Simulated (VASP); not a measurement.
CsH:

```
Cs H
1.0
     0.00000    3.18800    3.18800
     3.18800    0.00000    3.18800
     3.18800    3.18800    0.00000
Cs H
1 1
Cartesian
  0.0000 0.0000 0.0000
  3.1880 3.1880 3.1880
```

Base run:

| Quantity | Value |
| --- | --- |
| Program | VASP 6.6.1 |
| Functional | r2SCAN |
| Potentials or basis | VASP PAW PBE potentials, release 64 (Cs_sv, H) |
| Cutoff | 520 eV |
| k mesh | 8 × 8 × 8 |
| Occupations | gaussian, width 0.02 eV |
| Spin | no spin polarisation |

Its results: band gap on the k mesh 2.66 eV, direct.

**Question.** The run is repeated on the same cell with these changes: functional from r2SCAN to TB-mBJ. What comes out?

**Answer.** Band gap on the k mesh 4.42 eV, direct.

Caveats: spin-orbit coupling is left out, which moves the levels of the heavy elements.
